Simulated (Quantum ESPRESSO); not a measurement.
MgO: electronic dielectric constant by level of theory

It takes space group Fm-3m (No. 225, cubic). Conventional cell: a = 4.194 Å, b = 4.194 Å, c = 4.194 Å, α = 90.00°, β = 90.00°, γ = 90.00°. Mg (site symmetry m-3m) is surrounded by 6 O at 2.10 Å. Around O (site symmetry m-3m) lie 6 Mg at 2.10 Å.

```tsv
rung	level	program and potentials	cutoff (eV)	k mesh	task	core time	chip	electronic dielectric constant	miss	notes
GGA	PBE	Quantum ESPRESSO, GBRV 1.5 PBE	612	6 × 6 × 6, shifted	phonons	88 s	Arm Neoverse V1	3.19	+8.1 %	-
LDA	LDA	Quantum ESPRESSO, GBRV 1.5 LDA	612	6 × 6 × 6, shifted	phonons	1.9 min	Intel Xeon Platinum 8375C Ice Lake	3.19	+8.1 %	cell relaxed first (9.01 Å³/atom)
GGA	AM05	Quantum ESPRESSO, PseudoDojo 0.4.1 SR PBE standard	1143	8 × 8 × 8, shifted	dielectric tensor	3 min	Arm Neoverse V1	3.22	+9.2 %	potentials made for PBE
GGA	PBEsol	Quantum ESPRESSO, PseudoDojo 0.4.1 SR PBEsol standard	1143	8 × 8 × 8, shifted	dielectric tensor	3.1 min	Arm Neoverse V1	3.22	+9.2 %	-
GGA	WC	Quantum ESPRESSO, PseudoDojo 0.4.1 SR PBE standard	1143	8 × 8 × 8, shifted	dielectric tensor	3.1 min	Arm Neoverse V1	(a)	?	potentials made for PBE
GGA	BLYP	Quantum ESPRESSO, PseudoDojo 0.4.1 SR PBE standard	1143	8 × 8 × 8, shifted	dielectric tensor	3.3 min	Arm Neoverse V1	3.09	+4.7 %	potentials made for PBE
GGA	PBE	Quantum ESPRESSO, GBRV 1.5 PBE	612	4 × 4 × 4, shifted	phonon dispersion	14 min	Arm Neoverse V1	3.24	+9.8 %	coarse mesh; cell relaxed first (9.63 Å³/atom)
LDA	LDA	Quantum ESPRESSO, GBRV 1.5 LDA	612	4 × 4 × 4, shifted	phonon dispersion	14 min	Arm Neoverse V1	3.19	+8.1 %	coarse mesh; cell relaxed first (9.01 Å³/atom)
```

Times are single runs on shared hosts and different chips, so they are rough; meshes, cutoffs and the tasks' sizes weigh on the time. All rows: no spin polarisation. Meshes differ between rows, which moves values too. All levels ran on this one cell, unrelaxed unless noted. Meshes are those of the run's cell of 2 atoms unless a note names another. Misses use the values as printed. Runs on faulty files, with rough fits or with known faults for this quantity aren't shown. No row holds spin-orbit coupling.

Measured: 2.95 at 295 K (arxiv:0704.2267). The runs are for a static lattice.

Estimate the value left out from the other rows.

(a) 3.21, miss +8.8 %.
